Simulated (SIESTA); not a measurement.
Runs of SIESTA 5.4.2 on Ti. The structure is hexagonal, space group P6_3/mmc (No. 194). Conventional cell: a = 2.950 Å, b = 2.950 Å, c = 4.680 Å, α = 90.00°, β = 90.00°, γ = 120.00°. Ti (site symmetry -6m2) has 12 Ti at 2.89 to 2.95 Å as nearest neighbours. 

| potentials or basis | gap on the mesh (eV) | pressure (GPa) |
| --- | --- | --- |
| PseudoDojo 0.4 standard (PBEsol files), SZP (energy shift 0.003 Ry) | none | -2.4 |
| PseudoDojo 0.4 standard (PBEsol files), SZ (energy shift 0.003 Ry) | none | -14.3 |
| PseudoDojo 0.4 standard (PBEsol files), DZ (energy shift 0.003 Ry; two zetas on semicore shells) | none | (b) |
| PseudoDojo 0.4 standard (PBEsol files), TZDP (energy shift 0.003 Ry; two zetas on semicore shells) | none | (a) |
| PseudoDojo 0.4 standard (PBEsol files), TZP (energy shift 0.003 Ry; two zetas on semicore shells) | none | -5.6 |
| PseudoDojo 0.4 standard (PBEsol files), DZP (energy shift 0.003 Ry; two zetas on semicore shells) | none | -5.5 |

Alike in all rows: task band structure; level PBEsol; no spin polarisation; cell as given; k mesh 10 × 10 × 6; smearing fermi-dirac 0.05 eV; grid cutoff 800 Ry; energy shift 0.003 Ry.

**Question.** Estimate the missing entries.

**Answer.** (a) -5.7; (b) -8.5.

Caveats: the basis of atomic orbitals isn't converged, which shifts pressures, moduli and gaps; the basis has no polarisation orbitals (some runs).

A gap of «none» marks a metal or a gap under the smearing width.
